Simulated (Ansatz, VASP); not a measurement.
One calculation of SiC, two programs

POSCAR

```
SiC
1.0
    3.0758759024      0.0000000000      0.0000000000
   -1.5379379512      2.6637866703      0.0000000000
    0.0000000000      0.0000000000      5.0484060488
Si C
2 2
Direct
    0.3333333333      0.6666666667      0.0046040562
    0.6666666667      0.3333333333      0.5046040562
    0.3333333333      0.6666666667      0.3803959438
    0.6666666667      0.3333333333      0.8803959438
```

INCAR.step1

```
PREC     = Accurate       # precision mode
ENCUT    = 520            # plane-wave cutoff, eV
ISMEAR   = 0              # smearing method
SIGMA    = 0.05           # smearing width, eV
LREAL    = False          # projectors in reciprocal space
LASPH    = True           # aspherical terms in the spheres
NELM     = 80             # most SCF steps
NBANDS   = 16             # bands
GGA      = PE             # functional
ALGO     = Normal         # electronic algorithm
EDIFF    = 1E-4           # SCF threshold, eV
LWAVE    = True           # write WAVECAR
LCHARG   = False          # write CHGCAR
```

Contents of INCAR.step2:

```
PREC     = Accurate       # precision mode
ENCUT    = 520            # plane-wave cutoff, eV
EDIFF    = 1E-7           # SCF threshold, eV
ISMEAR   = 0              # smearing method
SIGMA    = 0.05           # smearing width, eV
LREAL    = False          # projectors in reciprocal space
LASPH    = True           # aspherical terms in the spheres
NELM     = 80             # most SCF steps
ALGO     = Normal         # electronic algorithm
ISIF     = 2              # what is computed and relaxed
LWAVE    = False          # write WAVECAR
LCHARG   = False          # write CHGCAR
METAGGA  = R2SCAN         # meta-GGA
LMIXTAU  = True         
NBANDS   = 16             # bands
ISTART   = 1
```

Contents of KPOINTS:

```
regular mesh
0
Gamma
  12 12 8
```

Input for Ansatz:

```yaml
crystal:
  lattice:
    - [3.0758759024, 0.0, 0.0]
    - [-1.5379379512, 2.6637866703, 0.0]
    - [0.0, 0.0, 5.0484060488]
  atoms:
    - { symbol: Si, position: [0.3333333333, 0.6666666667, 0.0046040562] }
    - { symbol: Si, position: [0.6666666667, 0.3333333333, 0.5046040562] }
    - { symbol: C, position: [0.3333333333, 0.6666666667, 0.3803959438] }
    - { symbol: C, position: [0.6666666667, 0.3333333333, 0.8803959438] }
basis:
  ecutwfc: 500
  ecutrho_ratio: 4
kpoints:
  mp_grid: { grid: [12, 12, 8] }
hamiltonian:
  xc: r2scan
scf:
  occupations: { method: gaussian, width: 0.05 }
output:
  forces: true
  stress: true
  eigenvalues: true
  states_by_energy: { minimum_broadening: 0.05 }
```

Alike in both runs: task single point; functional r2SCAN; k mesh 12 × 12 × 8; occupations gaussian, width 0.05 eV; no spin polarisation.

```csv
,VASP,Ansatz
version,VASP 6.6.1,Ansatz 0.2.0
potentials or method,"VASP PAW PBE potentials, release 64 (Si, C)","scalar-relativistic, plane waves, PAW"
plane-wave cutoff (eV),520,500
valence electrons in the cell,16,16
```

|  | VASP | Ansatz | Ansatz less VASP |
| --- | --- | --- | --- |
| gap on the k mesh at the Fermi level (eV) | 2.66 | 2.65 | -0.007 |
| least direct gap on the mesh (eV) | 4.48 | 4.47 | -0.009 |
| pressure (GPa) | -0.3 | -0.1 | +0.18 |
| largest component of the traceless stress (GPa) | 0.07 | 0.06 | -0.015 |

Caveats: the PAW data sets were made with another functional, which shifts forces and pressure a little (VASP). r2SCAN opens gaps a little over a GGA but as a rule still falls short of measured ones. A k mesh can miss the band edges.
